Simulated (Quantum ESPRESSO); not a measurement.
# AlN (F-43m) in Quantum ESPRESSO: notebook, part 2 of 2

Quantum ESPRESSO 7.5. The steps go on from the part before.

### Step 3. Phonons, WC

pw.in reads:

```
&CONTROL
  calculation = 'scf'
  prefix = 'pwscf'
  outdir = './tmp'
  pseudo_dir = './pseudo'
  tprnfor = .true.
  tstress = .true.
  disk_io = 'low'
/
&SYSTEM
  ibrav = 0
  nat = 2
  ntyp = 2
  ecutwfc = 84
  nbnd = 9
  input_dft = 'wc'
  occupations = 'smearing'
  smearing = 'fd'
  degauss = 0.00367493
/
&ELECTRONS
  conv_thr = 4d-10
  electron_maxstep = 120
  mixing_beta = 0.5
/
ATOMIC_SPECIES
Al    26.9815 Al.upf
N     14.0070 N.upf
CELL_PARAMETERS angstrom
   0.0000000000    2.1839935596    2.1839935596
   2.1839935596    0.0000000000    2.1839935596
   2.1839935596    2.1839935596    0.0000000000
ATOMIC_POSITIONS crystal
Al     0.0000000000    0.0000000000    0.0000000000
N      0.2500000000    0.2500000000    0.2500000000
K_POINTS automatic
6 6 6 1 1 1
```

scf2.in reads:

```
&CONTROL
  calculation = 'scf'
  prefix = 'pwscf'
  outdir = './tmp'
  pseudo_dir = './pseudo'
  tprnfor = .true.
  tstress = .true.
  disk_io = 'low'
/
&SYSTEM
  ibrav = 0
  nat = 2
  ntyp = 2
  ecutwfc = 84
  nbnd = 9
  input_dft = 'wc'
  occupations = 'fixed'
/
&ELECTRONS
  conv_thr = 1d-13
  electron_maxstep = 120
  mixing_beta = 0.5
  startingpot = 'file'
  startingwfc = 'file'
/
ATOMIC_SPECIES
Al    26.9815 Al.upf
N     14.0070 N.upf
CELL_PARAMETERS angstrom
   0.0000000000    2.1839935596    2.1839935596
   2.1839935596    0.0000000000    2.1839935596
   2.1839935596    2.1839935596    0.0000000000
ATOMIC_POSITIONS crystal
Al     0.0000000000    0.0000000000    0.0000000000
N      0.2500000000    0.2500000000    0.2500000000
K_POINTS automatic
6 6 6 1 1 1
```

ph.in reads:

```
phonons of AlN
&INPUTPH
  prefix = 'pwscf'
  outdir = './tmp'
  tr2_ph = 1d-16
  fildyn = 'dyn'
  niter_ph = 60
  alpha_mix(1) = 0.7
  epsil = .true.
/
0.0000000000 0.0000000000 0.0000000000
```

dynmat.in reads:

```
&INPUT
  fildyn = 'dyn'
  asr = 'crystal'
  lperm = .true.
  filout = 'dynmat.disp'
  fileig = 'dynmat.eig'
/
```

dynmat_lo.in reads:

```
&INPUT
  fildyn = 'dyn'
  asr = 'crystal'
  filout = 'dynmat_lo.disp'
  fileig = 'dynmat_lo.eig'
  q(1) = 0
  q(2) = 0
  q(3) = 1
/
```

Potentials or basis: PseudoDojo 0.4.1 SR PBE standard.

The run is started by

```console
> OMP_NUM_THREADS=1 pw.x -in pw.in > pw.out
> OMP_NUM_THREADS=1 pw.x -in scf2.in > scf2.out
> OMP_NUM_THREADS=1 ph.x -in ph.in > ph.out
> OMP_NUM_THREADS=1 dynmat.x -in dynmat.in > dynmat.out
> OMP_NUM_THREADS=1 dynmat.x -in dynmat_lo.in > dynmat_lo.out
```

pw.out:

```text
This program is part of the open-source Quantum ESPRESSO suite
     for quantum simulation of materials; please cite
         "P. Giannozzi et al., J. Phys.:Condens. Matter 21 395502 (2009);
         "P. Giannozzi et al., J. Phys.:Condens. Matter 29 465901 (2017);
         "P. Giannozzi et al., J. Chem. Phys. 152 154105 (2020);
     in publications or presentations arising from this work. More details at

     IMPORTANT: XC functional enforced from input :
     Exchange-correlation= WC
                           (   1   4  11   4   0   0   0)
     Any further DFT definition will be discarded
     Please, verify this is what you really want

     Message from routine setup:
     using ibrav=0 with symmetry is DISCOURAGED, use correct ibrav instead

     G-vector sticks info
     --------------------
     sticks:   dense  smooth     PW     G-vecs:    dense   smooth      PW
     Sum         793     793    253                14553    14553    2637

     Using Slab Decomposition

     bravais-lattice index     =            0
     lattice parameter (alat)  =       5.8367  a.u.
     unit-cell volume          =     140.5985 (a.u.)^3
     number of atoms/cell      =            2
     number of atomic types    =            2
     number of electrons       =         8.00
     number of Kohn-Sham states=            9
     kinetic-energy cutoff     =      84.0000  Ry
     charge density cutoff     =     336.0000  Ry
     scf convergence threshold =      4.0E-10
     mixing beta               =       0.5000
     number of iterations used =            8  plain     mixing
[... 79 lines left out ...]
        k(   28) = (  -0.2946278  -0.2946278   0.8838835), wk =   0.0555556

     Dense  grid:    14553 G-vectors     FFT dimensions: (  36,  36,  36)

     Initial potential from superposition of free atoms

     starting charge       7.9975, renormalised to       8.0000
     Starting wfcs are    8 randomized atomic wfcs +    1 random wfcs

     Self-consistent Calculation

     iteration #  1     ecut=    84.00 Ry     beta= 0.50
     Davidson diagonalization with overlap
     ethr =  1.00E-02,  avg # of iterations =  6.1

     total energy              =     -25.38653056 Ry
     estimated scf accuracy    <       0.56711891 Ry
[... 71 lines left out ...]
     iteration # 12     ecut=    84.00 Ry     beta= 0.50
     Davidson diagonalization with overlap
     ethr =  1.52E-11,  avg # of iterations =  2.0

     End of self-consistent calculation

          k = 0.0589 0.0589 0.0589 (  1841 PWs)   bands (ev):

    -8.0024   6.2871   6.8498   6.8498  11.4674  19.1224  19.5098  19.5098
    23.5009
[... 73 lines left out ...]
    -5.4492   2.0815   4.7880   5.1667  10.5009  15.7126  20.4599  22.2072
    22.3005

          k =-0.5303 0.1768-0.0589 (  1829 PWs)   bands (ev):

    -5.8077   2.4269   4.6384   5.3219  12.1552  16.7969  18.7177  20.8652
    22.4032

          k =-0.4125 0.0589 0.0589 (  1826 PWs)   bands (ev):
[... 51 lines left out ...]
    -5.8518   1.4427   5.0890   6.1655  14.4261  15.6008  18.8514  18.9986
    24.6831

     the Fermi energy is     8.3843 ev

!    total energy              =     -25.55345925 Ry
     estimated scf accuracy    <          3.2E-10 Ry
     smearing contrib. (-TS)   =      -0.00000000 Ry
     internal energy E=F+TS    =     -25.55345925 Ry

     The total energy is F=E-TS. E is the sum of the following terms:
     one-electron contribution =      -0.89044838 Ry
     hartree contribution      =       5.58841345 Ry
     xc contribution           =      -8.45146510 Ry
     ewald contribution        =     -21.79995921 Ry

     convergence has been achieved in  12 iterations

     Forces acting on atoms (cartesian axes, Ry/au):

     atom    1 type  1   force =    -0.00000000   -0.00000000    0.00000000
     atom    2 type  2   force =     0.00000000    0.00000000   -0.00000000

     Total force =     0.000000     Total SCF correction =     0.000000

     Computing stress (Cartesian axis) and pressure

          total   stress  (Ry/bohr**3)                   (kbar)     P=       25.97
   0.00017651   0.00000000  -0.00000000           25.97        0.00       -0.00
   0.00000000   0.00017651   0.00000000            0.00       25.97        0.00
  -0.00000000  -0.00000000   0.00017651           -0.00       -0.00       25.97

=------------------------------------------------------------------------------=
   JOB DONE.
=------------------------------------------------------------------------------=
```

scf2.out:

```text
This program is part of the open-source Quantum ESPRESSO suite
     for quantum simulation of materials; please cite
         "P. Giannozzi et al., J. Phys.:Condens. Matter 21 395502 (2009);
         "P. Giannozzi et al., J. Phys.:Condens. Matter 29 465901 (2017);
         "P. Giannozzi et al., J. Chem. Phys. 152 154105 (2020);
[... 323 lines left out ...]
   0.00000000   0.00017672  -0.00000000            0.00       26.00       -0.00
   0.00000000  -0.00000000   0.00017672            0.00       -0.00       26.00

=------------------------------------------------------------------------------=
   JOB DONE.
=------------------------------------------------------------------------------=
```

ph.out:

```text
This program is part of the open-source Quantum ESPRESSO suite
     for quantum simulation of materials; please cite
         "P. Giannozzi et al., J. Phys.:Condens. Matter 21 395502 (2009);
         "P. Giannozzi et al., J. Phys.:Condens. Matter 29 465901 (2017);
         "P. Giannozzi et al., J. Chem. Phys. 152 154105 (2020);
     in publications or presentations arising from this work. More details at

[... 289 lines left out ...]

     INITIALIZATION:

     DIELECTRIC CONSTANT AND EFFECTIVE CHARGES:

     DYNAMICAL MATRIX:

      Additional routines

=------------------------------------------------------------------------------=
   JOB DONE.
=------------------------------------------------------------------------------=
```

Wall time 31 s (1 thread of AMD EPYC 9R45 (Zen 5), shared host); peak memory 0.06 GiB.

Results:

```
Free energy                                             : -347.6725 eV
Pressure after relaxing                                 : 2.6 GPa
Electronic dielectric tensor (diagonal)                 : 4.59
Born charges (mean of the diagonal)                     : Al +2.52; N -2.52 e
Highest phonon frequency at Γ, LO-TO splitting left out : 665 cm⁻¹
Static dielectric tensor (diagonal)                     : 8.28
```

Levels at points of the mesh, in eV from the valence-band top:
```tsv
k point	band 1	band 2	band 3	band 4	band 5	band 6	band 7	band 8	band 9
(0.08, 0.08, 0.08)	-14.85	-0.56	0.00	0.00	4.62	12.27	12.66	12.66	16.65
```

Phonon frequencies in cm⁻¹ (negative: imaginary):
```
              q point           frequencies
(0.000, 0.000, 0.000)  -3 -3 -3 665 665 665
```

Electronic dielectric tensor:
```
4.59 0.00 0.00
0.00 4.59 0.00
0.00 0.00 4.59
```

Born effective charge tensors (e):
atom 1, Al
```
2.52 0.00 0.00
0.00 2.52 0.00
0.00 0.00 2.52
```
atom 2, N
```
-2.52  0.00  0.00
 0.00 -2.52  0.00
 0.00  0.00 -2.52
```

Optical modes at Γ, degenerate ones joined, polar ones without the macroscopic field:
| cm⁻¹ | components | symmetry | active in | IR intensity, summed ((D/Å)²/amu) |
| --- | --- | --- | --- | --- |
| 665 | 3 | T2 | IR and Raman | 47.81 |

Zone-centre frequencies without and with the macroscopic field along z (cm⁻¹):
```csv
,optical modes in rising order
without,665 665 665
with the field,665 665 893
```

Static dielectric tensor, electrons and zone-centre modes:
```
8.28 0.00 0.00
0.00 8.28 0.00
0.00 0.00 8.28
```

Caveat: the potentials were made for another functional, which shifts forces and pressure.
